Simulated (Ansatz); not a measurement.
Input of an Ansatz 0.2.0 run:

Contents of input.yaml:

```yaml
crystal:
  lattice:
    - [2.76919, 0.0, 0.0]
    - [0.0, 2.76919, 0.0]
    - [0.0, 0.0, 2.76919]
  atoms:
    - { symbol: Al, position: [0.5, 0.5, 0.5] }
    - { symbol: O, position: [0.0, 0.0, 0.0] }
hamiltonian:
  xc: pbe
  pseudopotentials: { kind: paw }
kpoints:
  mp_grid: { grid: [10, 10, 10] }
scf:
  occupations: { method: fermi_dirac, width: 0.05 }
output:
  forces: true
  stress: true
  eigenvalues: true
```

Potentials or basis: Ansatz PAW.

Launch:

```console
$ ansatz run input.yaml --threads 2 --pin off --max-ram 5632MiB --backend cpu --events-out ev --progress --plain --runs-dir out
```

(1) What does it give for the band gap on the k mesh?

(2) What does it give for the pressure?

Results:

(1) none (metal or under the smearing width).

(2) 0.0 GPa.

Caveat: the pressure holds a Pulay correction of +0.6 GPa for the finite cutoff; an odd number of electrons without spin polarisation forces a metal; a magnetic or distorted state may lie lower.
